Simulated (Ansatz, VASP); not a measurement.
# One calculation of Co, two programs

The input INCAR:

```
ALGO     = Fast           # electronic algorithm
EDIFF    = 1E-6           # SCF threshold, eV
ENCUT    = 520            # plane-wave cutoff, eV
GGA      = CA             # functional
ISIF     = 2              # what is computed and relaxed
ISMEAR   = -1             # smearing method
ISPIN    = 2              # spin polarisation
LASPH    = True           # aspherical terms in the spheres
LCHARG   = False          # write CHGCAR
LMAXMIX  = 4              # l up to which the mixer works
LORBIT   = 11             # projections on sites
LREAL    = False          # projectors in reciprocal space
LWAVE    = False          # write WAVECAR
MAGMOM   = 2 2            # initial moments
NBANDS   = 20             # bands
NELM     = 150            # most SCF steps
PREC     = Accurate       # precision mode
SIGMA    = 0.05           # smearing width, eV
```

Contents of KPOINTS:

```
k-points
0
Gamma
  12 12 7
```

Contents of POSCAR:

```
Co
1.0
    2.4554087999      0.0000000000      0.0000000000
   -1.2277044000      2.1264463974      0.0000000000
    0.0000000000      0.0000000000      3.9941557227
Co
2
Direct
    0.6666666667      0.3333333333      0.7500000000
    0.3333333333      0.6666666667      0.2500000000
```

The input input.yaml:

```yaml
crystal:
  lattice:
    - [2.4554087999, 0.0, 0.0]
    - [-1.2277044, 2.1264463974, 0.0]
    - [0.0, 0.0, 3.9941557227]
  atoms:
    - { symbol: Co, position: [0.6666666667, 0.3333333333, 0.75], spin: 2.0 }
    - { symbol: Co, position: [0.3333333333, 0.6666666667, 0.25], spin: 2.0 }
kpoints:
  mp_grid: { grid: [12, 12, 7] }
scf:
  occupations: { method: fermi_dirac, width: 0.05 }
hamiltonian:
  xc: lda
  pseudopotentials: { kind: all_electron, lapw: { basis_error: 0.001 } }
magnetization:
  spin_polarized: true
output:
  forces: true
  stress: true
  eigenvalues: true
```

Change from the starting cell: volume scaled by 0.98.

Alike in both runs: task single point; functional LDA; k mesh 12 × 12 × 7; occupations fermi-dirac, width 0.05 eV; collinear spin.

|  | VASP | Ansatz |
| --- | --- | --- |
| version | VASP 6.6.1 | Ansatz 0.2.0 |
| potentials or method | VASP PAW LDA potentials, release 64 (Co) | all-electron LAPW, scalar-relativistic |
| plane-wave cutoff (eV) | 520 | see its input |

|  | VASP | Ansatz | Ansatz less VASP |
| --- | --- | --- | --- |
| gap on the k mesh at the Fermi level (eV) | none | none | - |
| pressure (GPa) | -11.5 | -10.7 | +0.76 |
| largest component of the traceless stress (GPa) | 1.82 | 1.84 | +0.018 |
| net moment per atom (μB) | 1.50 | 1.52 | +0.023 |
| size of the moment on the site where the two differ most (μB) | 1.50 | 1.56 | +0.061 |

Site moments also hang on the region over which each program counts them. A gap of «none» marks a metal or a gap that the smearing closes. Ansatz ran all-electron here, so the differences hold the error of VASP's frozen core and of both bases.
